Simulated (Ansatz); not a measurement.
# Si started in the second kind of void in alpha-quartz SiO2, 19 atoms, charge +3

Aim: a base single point, then the same cell under other settings, to see what each one moves.

Program: Ansatz 0.2.0, PAW, plane waves. These are calculated values, not measurements.

1 further run of the same task is left out (it didn't finish).

### Step 1. Starting point

19 atoms (7 Si, 12 O); a = 9.902 Å, b = 4.951 Å, c = 5.443 Å, α = 90.00°, β = 90.00°, γ = 120.00°. All atoms were shaken off their sites by about 0.10 Å along each axis. Defect site 1: (0.325, 0.834, 0.442). Starting moments add up to 1 μB.

Coordinates:

```
CELL_PARAMETERS angstrom
9.90164 0.00000 0.00000
-2.47541 4.28754 0.00000
0.00000 0.00000 5.44294
ATOMIC_POSITIONS crystal
Si 0.23891 0.01779 0.35184
Si 0.73641 0.01610 0.31794
Si 0.99095 0.42777 0.67888
Si 0.47996 0.45005 0.65221
Si 0.26995 0.53291 0.98145
Si 0.74818 0.54327 0.02099
Si 0.32582 0.84369 0.43777
O 0.20156 0.27890 0.21498
O 0.68270 0.25152 0.21022
O 0.34640 0.15678 0.57468
O 0.86245 0.14580 0.53817
O 0.43439 0.58275 0.89789
O 0.91479 0.52763 0.92014
O 0.13856 0.41382 0.78465
O 0.63606 0.43530 0.80618
O 0.08179 0.74560 0.43793
O 0.56879 0.70703 0.44052
O 0.30088 0.86133 0.09318
O 0.78643 0.81931 0.08039
```

### Step 2. Single point with PBEsol

File in.yaml:

```yaml
crystal:
  lattice:
    - [9.901639, 0.000000, 0.000000]
    - [-2.475410, 4.287535, 0.000000]
    - [0.000000, 0.000000, 5.442940]
  atoms:
    - { symbol: Si, position: [0.238913, 0.017788, 0.351841], spin: 0.25 }
    - { symbol: Si, position: [0.736407, 0.016102, 0.317937] }
    - { symbol: Si, position: [0.990948, 0.427774, 0.678876] }
    - { symbol: Si, position: [0.479962, 0.450055, 0.652214] }
    - { symbol: Si, position: [0.269953, 0.532910, 0.981446] }
    - { symbol: Si, position: [0.748185, 0.543267, 0.020987] }
    - { symbol: Si, position: [0.325823, 0.843695, 0.437774], spin: 0.25 }
    - { symbol: O, position: [0.201562, 0.278896, 0.214979] }
    - { symbol: O, position: [0.682704, 0.251516, 0.210218] }
    - { symbol: O, position: [0.346399, 0.156781, 0.574684], spin: 0.25 }
    - { symbol: O, position: [0.862455, 0.145804, 0.538165] }
    - { symbol: O, position: [0.434388, 0.582747, 0.897889] }
    - { symbol: O, position: [0.914792, 0.527631, 0.920136] }
    - { symbol: O, position: [0.138558, 0.413818, 0.784655] }
    - { symbol: O, position: [0.636061, 0.435305, 0.806177] }
    - { symbol: O, position: [0.081789, 0.745603, 0.437930] }
    - { symbol: O, position: [0.568792, 0.707027, 0.440519] }
    - { symbol: O, position: [0.300879, 0.861331, 0.093181], spin: 0.25 }
    - { symbol: O, position: [0.786432, 0.819308, 0.080391] }
kpoints:
  mp_grid: { grid: [2, 2, 2], shift: [0.5, 0.5, 0.5] }
hamiltonian:
  xc: pbesol
total_charge: 3
magnetization:
  spin_polarized: true
scf:
  occupations: { method: fermi_dirac, width: 0.01 }
output:
  forces: true
  eigenvalues: true
  populations: true
  charged_corrections: { epsilon: 4.5 }
```

Run with:

```bash
ansatz run in.yaml --threads 8 --pin off --max-ram 13300MiB --runs-dir r --events-out ev --progress --plain
```

### Step 3. Variant: k points 3×3×3

in.yaml: that of step 2 with these lines changed.

```diff
@@ -26,3 +26,3 @@
 kpoints:
-  mp_grid: { grid: [2, 2, 2], shift: [0.5, 0.5, 0.5] }
+  mp_grid: { grid: [3, 3, 3] }
 hamiltonian:
@@ -34,2 +34,3 @@
   occupations: { method: fermi_dirac, width: 0.01 }
+  max_iter: 70
 output:
@@ -37,3 +38,6 @@
   eigenvalues: true
-  populations: true
-  charged_corrections: { epsilon: 4.5 }
+  stress: true
+  write_density: true
+  write_potential: true
+  elf: true
+  volumetric_format: npy
```

### Step 4. Changed settings: mixing beta 0.2

in.yaml: that of step 3 with these lines changed.

```diff
@@ -26,3 +26,3 @@
 kpoints:
-  mp_grid: { grid: [3, 3, 3] }
+  mp_grid: { grid: [2, 2, 2], shift: [0.5, 0.5, 0.5] }
 hamiltonian:
@@ -34,3 +34,4 @@
   occupations: { method: fermi_dirac, width: 0.01 }
-  max_iter: 70
+  max_iter: 60
+  mixing: { beta: 0.2 }
 output:
@@ -39,5 +40 @@
   stress: true
-  write_density: true
-  write_potential: true
-  elf: true
-  volumetric_format: npy
```

### Step 5. Run again with dispersion D3(BJ) with three-body term, mixer msr1, xc grid 1

in.yaml: that of step 4 with these lines changed.

```diff
@@ -27,4 +27,6 @@
   mp_grid: { grid: [2, 2, 2], shift: [0.5, 0.5, 0.5] }
+basis: { xc_grid: 1 }
 hamiltonian:
   xc: pbesol
+  dispersion: d3bjatm
 total_charge: 3
@@ -35,3 +37,3 @@
   max_iter: 60
-  mixing: { beta: 0.2 }
+  mixing: { algorithm: msr1 }
 output:
```

### Step 6. Variant: mixer anderson, dispersion D4

in.yaml: that of step 5 with these lines changed.

```diff
@@ -27,6 +27,5 @@
   mp_grid: { grid: [2, 2, 2], shift: [0.5, 0.5, 0.5] }
-basis: { xc_grid: 1 }
 hamiltonian:
   xc: pbesol
-  dispersion: d3bjatm
+  dispersion: d4
 total_charge: 3
@@ -37,3 +36,3 @@
   max_iter: 60
-  mixing: { algorithm: msr1 }
+  mixing: { algorithm: anderson }
 output:
```

Before running it: what results should come out? Wanted: for each run, settings; status; energy from base; forces from base.

**Answer**, as computed:

| settings | status | cycles | time | energy from base (meV/atom) | forces from base (eV/Å rms) | filled to empty level on the mesh (eV) |
| --- | --- | --- | --- | --- | --- | --- |
| base | converged | 27 | 2.8 s (8 CPU threads) | 0 | 0 | none |
| k points 3×3×3 | converged | 26 | 7.8 s (8 CPU threads) | +0.6 | 0.035 | - |
| mixing beta 0.2 | converged | 29 | 2.7 s (8 CPU threads) | 0.0 | 0.000 | - |
| dispersion D3(BJ) with three-body term, mixer msr1, xc grid 1 | converged | 27 | 2.7 s (8 CPU threads) | - | 0.002 | - |
| mixer anderson, dispersion D4 | converged | 34 | 3.2 s (8 CPU threads) | - | 0.011 | - |

The base run shows no spacing between filled and empty levels on this coarse mesh with displaced atoms and smearing, so occupations can shift between runs, and part of each change may come from that and not from the setting itself.

Among these variants the forces move most with k points 3×3×3 (0.035 eV/Å rms) and least with mixing beta 0.2 (0.000).
